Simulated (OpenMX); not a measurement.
**CdSe (Cadmoselite) under changes of volume**

One of the cells (28.102 Å³/atom); the others are scaled copies at fixed shape and fractional positions:

```
Cd Se
1.0
     4.30000    0.00000    0.00000
    -2.15000    3.72391    0.00000
     0.00000    0.00000    7.02000
Cd Se
2 2
Cartesian
  2.1500 1.2413 3.5100
  0.0000 2.4826 0.0000
  2.1500 1.2413 6.2127
  0.0000 2.4826 2.7027
```

```yaml
Program: OpenMX 3.8.5
Functional: PBE
Potentials_or_basis: OpenMX 2013 PBE set, Cd7.0-s3p2d1, Se7.0-s3p2d1, fixed grid of 50 × 50 × 96 points
k_mesh: 7 × 7 × 5
Occupations: fermi-dirac, width 0.05 eV
Spin: no spin polarisation
```

```tsv
volume (Å³/atom)	energy over the lowest point (meV/atom)	gap on the mesh (eV)	largest force (eV/Å)
26.416	85.11	1.07	0.429
26.978	59.01	1.00	0.402
27.540	38.34	0.92	0.377
28.102	22.58	0.85	0.353
28.665	?	?	?
29.227	3.84	0.71	0.311
29.789	0.00	0.65	0.292
```

Problem. What does the run at 28.665 Å³/atom give?

Solution. Energy over the lowest point 11.24 meV/atom; gap on the mesh 0.78 eV; largest force 0.332 eV/Å.

Worked out: A Birch-Murnaghan fit of order 3 (a polynomial in V^(-2/3)) to the other rows has its minimum at 30.18 Å³/atom, just outside them, with B0 = V·E''(V) = 46 GPa and B' = 4.6 at fixed shape and positions, which overstates the stiffness. It gives 11.22 meV/atom at 28.665 Å³/atom, against the run's 11.24. A straight line through the other rows of the gap, of slope -3.53 eV per unit of ln V (its deformation potential), gives 0.78 eV, against the run's 0.78.

Energies are extrapolated to zero smearing.

Caveats: the basis of atomic orbitals isn't converged, which shifts pressures, moduli and gaps.

Spin-orbit coupling on Cd, Se is left out.
